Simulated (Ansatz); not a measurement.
## NaBr, thickness series

Take NaBr in the rock salt structure (space group Fm-3m, No. 225) as the base.

```
CELL_PARAMETERS angstrom
      0.00000     3.01799     3.01799
      3.01799     0.00000     3.01799
      3.01799     3.01799     0.00000
ATOMIC_POSITIONS crystal
  Br 0.00000 0.00000 0.00000
  Na 0.50000 0.50000 0.50000
```

Cartesian axes are those of the cell as printed.

Free-standing slabs (2 atom(s) a layer) normal to the z axis with 15 Å of vacuum; in-plane cell held at bulk.

Level of theory: PBE in Ansatz (plane waves to 420 eV, PAW, without spin-orbit coupling).

Notes on the quantities. excess energy per area of both faces: slab less bulk energy over the cell's area: twice a surface energy; layer's space group: with vacuum.

```json
[
 {"case": "base", "band gap": "4.07 eV", "thickness between the outermost nuclei": "–", "excess energy per area of both faces": "–", "layer's space group": "–", "gap character": "–"},
 {"case": "1 layer", "band gap": "4.11 eV", "thickness between the outermost nuclei": "–", "excess energy per area of both faces": "–", "layer's space group": "P4/mmm (No. 123)", "gap character": "indirect, M → Γ"},
 {"case": "2 layers", "band gap": "4.29 eV", "thickness between the outermost nuclei": "3.17 Å", "excess energy per area of both faces": "0.23 J/m²", "layer's space group": "P4/nmm (No. 129)", "gap character": "direct at Γ"},
 {"case": "3 layers", "band gap": "4.20 eV", "thickness between the outermost nuclei": "6.14 Å", "excess energy per area of both faces": "0.24 J/m²", "layer's space group": "P4/mmm (No. 123)", "gap character": "direct at Γ"},
 {"case": "4 layers", "band gap": "4.18 eV", "thickness between the outermost nuclei": "9.16 Å", "excess energy per area of both faces": "0.24 J/m²", "layer's space group": "P4/nmm (No. 129)", "gap character": "direct at Γ"},
 {"case": "5 layers", "band gap": "4.15 eV", "thickness between the outermost nuclei": "12.19 Å", "excess energy per area of both faces": "0.24 J/m²", "layer's space group": "P4/mmm (No. 123)", "gap character": "direct at Γ"},
 {"case": "6 layers", "band gap": "4.14 eV", "thickness between the outermost nuclei": "15.21 Å", "excess energy per area of both faces": "0.24 J/m²", "layer's space group": "P4/nmm (No. 129)", "gap character": "direct at Γ"},
 {"case": "7 layers", "band gap": "4.13 eV", "thickness between the outermost nuclei": "18.23 Å", "excess energy per area of both faces": "0.24 J/m²", "layer's space group": "P4/mmm (No. 123)", "gap character": "direct at Γ"}
]
```

The excess energy carries the mismatch between the slab's and the bulk's meshes. No phonon test of stability was made. k-point labels follow each cell's own Brillouin zone.

Ansatz is a first-principles code.
